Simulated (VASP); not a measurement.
Crystal: GaN.

```
CELL_PARAMETERS angstrom
3.18067 0.00000 0.00000
-1.59033 2.75454 0.00000
0.00000 0.00000 5.18150
ATOMIC_POSITIONS crystal
Ga 0.66667 0.33333 0.49916
Ga 0.33333 0.66667 0.99916
N 0.66667 0.33333 0.87584
N 0.33333 0.66667 0.37584
```

The cell is a database's computed one.

Base run:

* Program: VASP 6.6.1
* Functional: PBEsol
* Potentials or basis: VASP PAW PBE potentials, release 64 (Ga_d, N)
* Cutoff: 700 eV
* k mesh: 12 × 12 × 6
* Occupations: gaussian, width 0.02 eV
* Spin: no spin polarisation

Its results: band gap on the k mesh 1.91 eV, direct; pressure 0.0 GPa.

Problem. The run is repeated on the same cell with these changes: functional from PBEsol to r2SCAN; cutoff from 700 eV to 520 eV. What comes out?

Solution. Band gap on the k mesh 2.36 eV, direct; pressure 1.4 GPa.

r2SCAN gives the wider gap, since meta-GGAs in the generalised Kohn-Sham scheme recover part of the derivative discontinuity.

Caveats: the PAW data sets were made with another functional, which shifts forces and pressure a little.

